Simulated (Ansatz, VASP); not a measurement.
Na: VASP beside Ansatz

The input INCAR:

```
PREC = Accurate
ENCUT = 520
EDIFF = 1E-7
ISMEAR = -1
SIGMA = 0.05
LREAL = False
LASPH = True
NELM = 60
ALGO = Normal
ISIF = 2
LWAVE = False
LCHARG = False
GGA = PE
NBANDS = 10
```

File KPOINTS:

```
Automatic mesh
0
Gamma
  9 9 9
```

Contents of POSCAR:

```
Na
1.0
   -2.1551792212      2.1551792212      2.1551792212
    2.1551792212     -2.1551792212      2.1551792212
    2.1551792212      2.1551792212     -2.1551792212
Na
1
Direct
    0.0000000000      0.0000000000      0.0000000000
```

Contents of input.yaml:

```yaml
crystal:
  lattice:
    - [-2.1551792212, 2.1551792212, 2.1551792212]
    - [2.1551792212, -2.1551792212, 2.1551792212]
    - [2.1551792212, 2.1551792212, -2.1551792212]
  atoms:
    - { symbol: Na, position: [0.0, 0.0, 0.0] }
kpoints:
  mp_grid: { grid: [9, 9, 9] }
scf:
  occupations: { method: fermi_dirac, width: 0.05 }
hamiltonian:
  xc: pbe
  pseudopotentials: { kind: all_electron, lapw: { basis_error: 0.0005 } }
output:
  forces: true
  stress: true
  eigenvalues: true
```

Change from the starting cell: volume scaled by 1.02.

Alike in both runs: task single point; functional PBE; k mesh 9 × 9 × 9; occupations fermi-dirac, width 0.05 eV; no spin polarisation.

```csv
,VASP,Ansatz
version,VASP 6.6.1,Ansatz 0.2.0
potentials or method,"VASP PAW PBE potentials, release 64 (Na_pv)","all-electron LAPW, scalar-relativistic"
plane-wave cutoff (eV),520,see its input
```

```tsv
	VASP	Ansatz	Ansatz less VASP
gap on the k mesh at the Fermi level (eV)	none	none	-
pressure (GPa)	-0.6	-0.5	+0.02
```

A gap of «none» marks a metal or a gap that the smearing closes. Ansatz ran all-electron here, so the differences hold the error of VASP's frozen core and of both bases.
